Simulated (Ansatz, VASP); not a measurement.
One calculation of Co, two programs

```xyz
1
Lattice="2.2172 0.0000 0.0000 0.0000 2.2172 0.0000 0.0000 0.0000 2.2172" Properties=species:S:1:pos:R:3 pbc="T T T"
Co    0.0000    0.0000    0.0000
```

Change from the starting cell: volume scaled by 0.95, LAPW.

Alike in both runs: task single point; functional LDA; k mesh 17 × 17 × 17; occupations fermi-dirac, width 0.05 eV; collinear spin.

|  | VASP | Ansatz |
| --- | --- | --- |
| version | VASP 6.6.1 | Ansatz 0.2.0 |
| potentials or method | VASP PAW LDA potentials, release 64 (Co), cutoff 520 eV | all-electron LAPW, scalar-relativistic |

|  | VASP | Ansatz | Ansatz less VASP |
| --- | --- | --- | --- |
| pressure (GPa) | 9.4 | 10.9 | +1.43 |
| net moment per atom (μB) | 1.42 | 1.45 | +0.033 |
| size of the moment on the site where the two differ most (μB) | 1.41 | 1.46 | +0.055 |

Site moments also hang on the region over which each program counts them. Ansatz ran all-electron here, so the differences hold the error of VASP's frozen core and of both bases.
